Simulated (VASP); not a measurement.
# In in VASP: work function with PBE

Aim: the work function of In with PBE.

All numbers are computed with VASP 6.6.1; they aren't measurements. Logs are shortened: lines on timing, memory, paths and dates and some standing lists are left out, and cuts for length are marked.

## 1. The cell of the first run

The cell holds a slab with vacuum, 5 atoms: a = 3.364 Å, b = 3.364 Å, c = 25.800 Å, α = 90.00°, β = 90.00°, γ = 120.00°.

The slab is cut from a database's or a generator's crystal, which needn't be the stable form of the element.

## 2. Work function, PBE (the (0 0 1) slab of In, cut from the database cell, not relaxed)

INCAR

```
SYSTEM = In
  PREC = Accurate
  ENCUT = 520
  EDIFF = 1E-6
  ISMEAR = 0
  SIGMA = 0.05
  LREAL = .FALSE.
  LASPH = .TRUE.
  NELM = 100
  ALGO = Normal
  ISIF = 2
  LWAVE = .FALSE.
  LCHARG = .TRUE.
  LDIPOL = .TRUE.
  IDIPOL = 3
  DIPOL = 0.5 0.5 0.500
  GGA = PE
  LELF = .TRUE.
  LVHAR = .TRUE.
  LVACPOTAV = .TRUE.
```

KPOINTS

```
Automatic mesh
0
G
  9 9 1
  0 0 0
```

POSCAR

```
In
1.0
    3.3638438630      0.0000000000      0.0000000000
   -1.6819219315      2.9131742397      0.0000000000
    0.0000000000      0.0000000000     25.7997083600
In
5
Direct
    0.0000000000      0.0000000000      0.2907009605
    0.3333333300      0.6666666600      0.3953504802
    0.0000000000      0.0000000000      0.5000000000
    0.6666666700      0.3333333400      0.6046495198
    0.0000000000      0.0000000000      0.7092990395
```

Potentials or basis: VASP PAW PBE potentials, release 64 (In_d).

Command:

```console
$ cat potpaw_PBE.64/In_d/POTCAR > POTCAR
$ mpirun -np 1 vasp_std > vasp.out
```

OUTCAR:

```text
SYSTEM = In
   PREC = Accurate
   ENCUT = 520
   EDIFF = 1E-6
   ISMEAR = 0
   LREAL = .FALSE.
   LASPH = .TRUE.
   NELM = 100
   ISIF = 2
   GGA = PE

 ion  position               nearest neighbor table
   1  0.000  0.000  0.291-   2 3.33   2 3.33   2 3.33
   2  0.333  0.667  0.395-   1 3.33   3 3.33   1 3.33   1 3.33   3 3.33   3 3.33
   3  0.000  0.000  0.500-   2 3.33   4 3.33   4 3.33   2 3.33   2 3.33   4 3.33
   4  0.667  0.333  0.605-   5 3.33   3 3.33   5 3.33   5 3.33   3 3.33   3 3.33
   5  0.000  0.000  0.709-   4 3.33   4 3.33   4 3.33

  LATTYP: Found a hexagonal cell.
 ALAT       =     3.3638438630
 C/A-ratio  =     7.6697104297

  Lattice vectors:

 A1 = (   3.3638438630,   0.0000000000,   0.0000000000)
 A2 = (  -1.6819219315,   2.9131742397,   0.0000000000)
 A3 = (   0.0000000000,   0.0000000000,  25.7997083600)

Analysis of symmetry for initial positions (statically):
=====================================================================
 Subroutine PRICEL returns:
 Original cell was already a primitive cell.

 Routine SETGRP: Setting up the symmetry group for a
 hexagonal supercell.

 Subroutine GETGRP returns: Found 12 space group operations
 (whereof 12 operations were pure point group operations)
 out of a pool of 24 trial point group operations.

The static configuration has the point symmetry D_3d.

Analysis of symmetry for dynamics (positions and initial velocities):
=====================================================================
 Subroutine PRICEL returns:
 Original cell was already a primitive cell.

 Routine SETGRP: Setting up the symmetry group for a
 hexagonal supercell.

 Subroutine GETGRP returns: Found 12 space group operations
 (whereof 12 operations were pure point group operations)
 out of a pool of 24 trial point group operations.

The dynamic configuration has the point symmetry D_3d.

 Subroutine INISYM returns: Found 12 space group operations
 (whereof 12 operations are pure point group operations),
 and found     1 'primitive' translations

----------------------------------------------------------------------------------------

                                     Primitive cell

  volume of cell :     252.8233

  direct lattice vectors                    reciprocal lattice vectors
     3.363843863  0.000000000  0.000000000     0.297278958  0.171634087  0.000000000
    -1.681921932  2.913174240  0.000000000     0.000000000  0.343268173  0.000000000
     0.000000000  0.000000000 25.799708360     0.000000000  0.000000000  0.038760128

[... 83 lines left out ...]
   ISYM   =      2    0-nonsym 1-usesym 2-fastsym
   POTIM  = 0.5000    time-step for ionic-motion
   TEBEG  =    0.0;   TEEND  =   0.0 temperature during run
   PSTRESS=    0.0 pullay stress
   NELECT =      65.0000    total number of electrons
   NUPDOWN=      -1.0000    fix difference up-down
   EMIN   =  10.00;   EMAX   =-10.00  energy-range for DOS
   EFERMI =   0.00;   METHOD = LEGACY
   ISMEAR =     0;   SIGMA  =   0.05  broadening in eV -4-tet -1-fermi 0-gaus
   EFERMI_NEDOS =   21; number of points for ismear=-14 and -15
   IALGO  =     38    algorithm
   IMIX   =      4    mixing-type and parameters
     AMIX     =   0.40;   BMIX     =  1.00
     AMIX_MAG =   1.60;   BMIX_MAG =  1.00
  volume/ion in A,a.u.               =      50.56       341.23
  Fermi-wavevector in a.u.,A,eV,Ry     =   1.040975  1.967157 14.743664  1.083629
  Thomas-Fermi vector in A             =   2.175575
   LORBIT       =      0    0 simple, 1 ext, 2 COOP (PROOUT), +10 PAW based schemes
   GGA     = PE    functional components
   LHFCALC =     F    Hartree Fock is set to
   AEXX    =    0.0000 exact exchange contribution
   IVDW    =     0    specifies the selected vdW correction
   LEPSILON=     F    determine dielectric tensor
   LRPA    =     F    only Hartree local field effects (RPA)
 non-spin polarized calculation
 Gauss-broadening in eV      SIGMA  =   0.05
  energy-cutoff  :      520.00
  volume of cell :      252.82
 maximum number of plane-waves:      6832
 NGX is ok and might be reduce to    28
   NGX = 13   NGY = 13   NGZ = 95

 number of electron      64.9999992 magnetization

 dipolmoment           0.000000      0.000000     -0.000000 electrons x Angstroem

 Free energy of the ion-electron system (eV)
  ---------------------------------------------------
  ext. energy  EPLUGINS =         0.00000000
  ---------------------------------------------------
  free energy    TOTEN  =       -12.39048794 eV

  energy without entropy =      -12.38573567  energy(sigma->0) =      -12.38811181

 E-fermi :   2.1189     XC(G=0):  -5.9475

 val. band max:        1.9922895125   @ k =   0.2222   0.2222   0.0000
 cond. band min:       2.1238307202   @ k =   0.2222   0.2222   0.0000
 fundamental gap:      0.1315412078
 Fermi energy:         2.1189371553

 k-point     1 :       0.0000    0.0000    0.0000
  band No.  band energies     occupation
      1     -12.6015      2.00000
      2     -12.5953      2.00000
      3     -12.5607      2.00000
      4     -12.5568      2.00000
      5     -12.5443      2.00000
      6     -12.5443      2.00000
[... 493 lines left out ...]
     38       2.9642      0.00000
     39       3.7741      0.00000

------------------------ aborting loop because EDIFF is reached ----------------------------------------

  FORCE on cell =-STRESS in cart. coord.  units (eV):
  Direction    XX          YY          ZZ          XY          YZ          ZX
  --------------------------------------------------------------------------------------
  -------------------------------------------------------------------------------------
  Total        0.4171122      0.4171122      0.4843329     -0.0000000      0.0000000     -0.0000000
  in kB        2.6432998      2.6432998      3.0692868     -0.0000000      0.0000000     -0.0000000
  external PRESSURE =       2.7852955 kB  Pullay stress =       0.0000000 kB

 VOLUME and BASIS-vectors are now :
 -----------------------------------------------------------------------------
  energy-cutoff  :      520.00
  volume of cell :      252.82
      direct lattice vectors                 reciprocal lattice vectors
     3.363843863  0.000000000  0.000000000     0.297278958  0.171634087  0.000000000
    -1.681921932  2.913174240  0.000000000     0.000000000  0.343268173  0.000000000
     0.000000000  0.000000000 25.799708360     0.000000000  0.000000000  0.038760128

 POSITION                                       TOTAL-FORCE (eV/Angst)
 -----------------------------------------------------------------------------------
      0.00000      0.00000      7.50000        -0.000000     -0.000000     -0.101272
      0.00000      1.94212     10.19993        -0.000000     -0.000000      0.103094
      0.00000      0.00000     12.89985         0.000000      0.000000      0.000000
      1.68192      0.97106     15.59978         0.000000      0.000000     -0.103094
      0.00000      0.00000     18.29971         0.000000      0.000000      0.101272
 -----------------------------------------------------------------------------------
    total drift:                               -0.000000      0.000000      0.000000

  FREE ENERGIE OF THE ION-ELECTRON SYSTEM (eV)
  ---------------------------------------------------
  free  energy   TOTEN  =       -12.3904879366 eV

  energy  without entropy=      -12.3857356745  energy(sigma->0) =      -12.38811181

 vacuum level on the upper side and lower side of the slab         5.878         5.878
```

stdout:

```text
POSCAR found type information on POSCAR In
 POSCAR found :  1 types and       5 ions
 scaLAPACK will be used
 LDA part: xc-table for (Slater+PW92), standard interpolation
 POSCAR, INCAR and KPOINTS ok, starting setup
 FFT: planning ... GRIDC
 FFT: planning ... GRID_SOFT
 FFT: planning ... GRID
 WAVECAR not read
 entering main loop
 -----------------------------------------------------------------------------
|                                                                             |
|           W    W    AA    RRRRR   N    N  II  N    N   GGGG   !!!           |
|           W    W   A  A   R    R  NN   N  II  NN   N  G    G  !!!           |
|           W    W  A    A  R    R  N N  N  II  N N  N  G       !!!           |
|           W WW W  AAAAAA  RRRRR   N  N N  II  N  N N  G  GGG   !            |
|           WW  WW  A    A  R   R   N   NN  II  N   NN  G    G                |
|           W    W  A    A  R    R  N    N  II  N    N   GGGG   !!!           |
|                                                                             |
|     Did not find any points to average over, which means that no vacuum     |
|     field-free region was found. Please increase the size of  your cell     |
|     in the dimension of the dipole correction to obtain accurate            |
|     workfunction values.                                                    |
|                                                                             |
 -----------------------------------------------------------------------------
```

It took 2.4 min on 1 thread of Intel Xeon Platinum 8488C (Sapphire Rapids), shared host; peak memory 0.4 GiB.

Results:

```yaml
Free_energy: -12.3905 eV
Largest_force: 0.103 eV/Å
Band_gap_on_the_k_mesh: none (metal or under the smearing width)
Work_function_of_the_upper_face: 3.76 eV
Work_function_of_the_lower_face: 3.76 eV
```

Forces in eV/Å, atoms in the order of the input:
```
In   0.000  0.000 -0.101
In   0.000  0.000  0.103
In   0.000  0.000  0.000
In   0.000  0.000 -0.103
In   0.000  0.000  0.101
```
